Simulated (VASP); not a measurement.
Runs of VASP 6.6.1 on ZnCu2SnSe4. Symmetry: I-4, No. 82, tetragonal system. The conventional cell has a = 5.665 Å, b = 5.665 Å, c = 11.326 Å, α = 90.00°, β = 90.00°, γ = 90.00°. Zn (site symmetry -4) is surrounded by 4 Se at 2.45 Å. Around Cu (site symmetry -4) lie 4 Se at 2.39 Å. Around Cu (site symmetry -4) lie 4 Se at 2.39 Å. Sn (site symmetry -4) is surrounded by 4 Se at 2.59 Å. Se (site symmetry 1) is surrounded by 2 Cu at 2.39 Å and 1 Zn at 2.45 Å and 1 Sn at 2.59 Å. The cell comes from a database or a generator and needn't be the stable form of this composition.

```csv
task,level,potentials or basis,spin,cell,cutoff (eV),k mesh for the DOS,occupations for the DOS,gap on the mesh (eV),pressure (GPa),largest force (eV/Å)
band structure,PBE,"VASP PAW PBE potentials, release 64 (Zn, Cu, Sn_d, Se)",off,"I-4, 22.72 Å³/atom",520,-,-,-,3.5,0.05
relaxation of cell and atoms,PBEsol,"VASP PAW PBE potentials, release 64 (Zn, Cu, Sn_d, Se)",off,relaxed,600,-,-,0.03,0.0,0.01
band structure,LDA,"VASP PAW LDA potentials, release 64 (Zn, Cu, Sn_d, Se)",off,"I-4, 22.72 Å³/atom",520,-,-,-,-2.2,0.03
band structure,PBE,"VASP PAW PBE potentials, release 64 (Zn, Cu, Sn_d, Se)","SOC, no magnetisation","I-4, 22.72 Å³/atom",520,-,-,-,3.5,0.04
band structure,r2SCAN,"VASP PAW PBE potentials, release 64 (Zn, Cu, Sn_d, Se)",off,"I-4, 22.72 Å³/atom",520,-,-,(a),1.1,(b)
```

Alike in all rows: k mesh 10 × 10 × 10; smearing methfessel-paxton 0.1 eV.

Fill in the values left out.

(a) 0.07; (b) 0.19.

Caveats: spin-orbit coupling is left out, which moves the levels of the heavy elements (some runs); the PAW data sets were made with another functional, which shifts forces and pressure a little (some runs).

A k mesh can miss the band edges, and rows without SOC leave out spin-orbit coupling on Se, Sn.
